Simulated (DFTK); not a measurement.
The system is Au.

```
Au
1.0
     0.00000    2.03500    2.03500
     2.03500    0.00000    2.03500
     2.03500    2.03500    0.00000
Au
1
Direct
  0.00000 0.00000 0.00000
```

Program: DFTK 0.8.2. Alike in all runs: task projected density of states; level LDA+U; potentials or basis dojo.nc.sr.lda.v0_4_1.standard.upf (LDA); no spin polarisation; cell as given; k mesh 6 × 6 × 6; cutoff (eV) 871; smearing fermi-dirac 0.05 eV; the mesh is coarse, so values aren't converged.

Problem. Order these runs on this cell by their pressure, lowest first.
A. U Au d U = 6 eV
B. U Au d U = 8 eV
C. U Au d U = 1.5 eV

Solution. C (-2.9 GPa), A (0.1 GPa), B (2.0 GPa).

Caveats: all runs use coarse meshes; the Hubbard orbitals reach further out than in other programs, which can move energies by up to some tens of meV an atom; U without spin polarisation on a metal has little footing; the U is typed as a test and isn't derived for this compound.
